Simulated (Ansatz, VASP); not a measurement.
AlN in VASP and in Ansatz

```
CELL_PARAMETERS angstrom
3.11100 0.00000 0.00000
-1.55550 2.69421 0.00000
0.00000 0.00000 4.97800
ATOMIC_POSITIONS crystal
Al 0.31385 0.62769 0.00000
Al 0.68615 0.37231 0.50000
N 0.35071 0.70142 0.38500
N 0.64929 0.29858 0.88500
```

Change from the starting cell: mode 4 (239.4 1/cm) frozen in, largest displacement +0.105 Å.

Alike in both runs: task single point; functional PBE; k mesh 12 × 12 × 6; occupations gaussian, width 0.05 eV; no spin polarisation.

|  | VASP | Ansatz |
| --- | --- | --- |
| version | VASP 6.6.1 | Ansatz 0.2.0 |
| potentials or method | VASP PAW PBE potentials, release 64 (Al, N) | scalar-relativistic, plane waves, PAW |
| plane-wave cutoff (eV) | 520 | 420 |
| valence electrons in the cell | 16 | 16 |

Ansatz gave:

| Property | Result |
| --- | --- |
| gap on the k mesh at the Fermi level (eV) | 4.03 |
| least direct gap on the mesh (eV) | 4.03 |
| pressure (GPa) | 3.8 |
| largest component of the traceless stress (GPa) | 0.87 |
| rms of the force components (eV/Å) | 0.290 |

Problem. What did VASP give for the same quantities?

Solution. gap on the k mesh at the Fermi level (eV): 4.04; least direct gap on the mesh (eV): 4.04; pressure (GPa): 3.5; largest component of the traceless stress (GPa): 0.84; rms of the force components (eV/Å): 0.292.

Atom by atom the forces differ by 0.001 eV/Å (rms over components).

A k mesh can miss the band edges.
